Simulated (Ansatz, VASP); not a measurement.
**MoS2: VASP beside Ansatz**

File INCAR:

```
PREC = Accurate
ENCUT = 520
EDIFF = 1E-7
ISMEAR = -1
SIGMA = 0.05
LREAL = F
LASPH = T
NELM = 60
ALGO = Normal
ISIF = 2
LWAVE = F
LCHARG = F
GGA = RE
NBANDS = 35
```

The input KPOINTS:

```
Automatic mesh
0
Gamma
  10 10 3
```

File POSCAR:

```
MoS2
1.0
    3.1690000000      0.0000000000      0.0000000000
   -1.5845000000      2.7444345046      0.0000000000
    0.0000000000      0.0000000000     12.3240000000
Mo S
2 4
Direct
    0.6666666667      0.3333333333      0.7500000000
    0.3333333333      0.6666666667      0.2500000000
    0.6666666667      0.3333333333      0.3770000000
    0.3333333333      0.6666666667      0.8770000000
    0.6666666667      0.3333333333      0.1230000000
    0.3333333333      0.6666666667      0.6230000000
```

File input.yaml:

```yaml
crystal:
  lattice:
    - [3.169, 0.0, 0.0]
    - [-1.5845, 2.7444345046, 0.0]
    - [0.0, 0.0, 12.324]
  atoms:
    - { symbol: Mo, position: [0.6666666667, 0.3333333333, 0.75] }
    - { symbol: Mo, position: [0.3333333333, 0.6666666667, 0.25] }
    - { symbol: S, position: [0.6666666667, 0.3333333333, 0.377] }
    - { symbol: S, position: [0.3333333333, 0.6666666667, 0.877] }
    - { symbol: S, position: [0.6666666667, 0.3333333333, 0.123] }
    - { symbol: S, position: [0.3333333333, 0.6666666667, 0.623] }
hamiltonian:
  xc: revpbe
  pseudopotentials: { kind: paw }
kpoints:
  mp_grid: { grid: [10, 10, 3] }
  band_path:
    path:
      - [[0.0, 0.0, 0.0], [0.5, 0.0, 0.0], [0.3333333333, 0.3333333333, 0.0], [0.0, 0.0, 0.0], [0.0, 0.0, 0.5], [0.5, 0.0, 0.5], [0.3333333333, 0.3333333333, 0.5], [0.0, 0.0, 0.5]]
      - [[0.5, 0.0, 0.5], [0.5, 0.0, 0.0]]
      - [[0.3333333333, 0.3333333333, 0.0], [0.3333333333, 0.3333333333, 0.5]]
    npoints: 14
scf:
  occupations: { method: fermi_dirac, width: 0.05 }
  n_extra_bands: 15
output:
  forces: true
  stress: true
  eigenvalues: true
  fatbands: true
```

Alike in both runs: functional revPBE; k mesh 10 × 10 × 3; occupations fermi-dirac, width 0.05 eV; no spin polarisation.

|  | VASP | Ansatz |
| --- | --- | --- |
| version | VASP 6.6.1 | Ansatz 0.2.0 |
| potentials or method | VASP PAW PBE potentials, release 64 (Mo_sv, S) | Ansatz PAW |
| plane-wave cutoff (eV) | 520 | 420 |
| valence electrons in the cell | 52 | 52 |
| task | single point | band structure |

VASP gave:

```
gap on the k mesh at the Fermi level (eV)       : 0.98
least direct gap on the mesh (eV)               : 1.87
pressure (GPa)                                  : 3.7
largest component of the traceless stress (GPa) : 0.29
rms of the force components (eV/Å)              : 0.019
```

Task: What did Ansatz give for the same quantities?

Result: gap on the k mesh at the Fermi level (eV): 0.96; least direct gap on the mesh (eV): 1.87; pressure (GPa): 3.9; largest component of the traceless stress (GPa): 0.34; rms of the force components (eV/Å): 0.010.

Atom by atom the forces differ by 0.010 eV/Å (rms over components).

Caveats: this functional lacks dispersion, which binds the layers, so the pressure and a relaxed spacing across them are unreliable; the PAW data sets were made with another functional, which shifts forces and pressure a little (VASP); an odd mesh through Γ misses points on the zone boundary, where band edges often lie (VASP); the PAW data sets come from PBE, with cores solved anew for the run's functional, which leaves a small shift of forces and pressure (Ansatz).
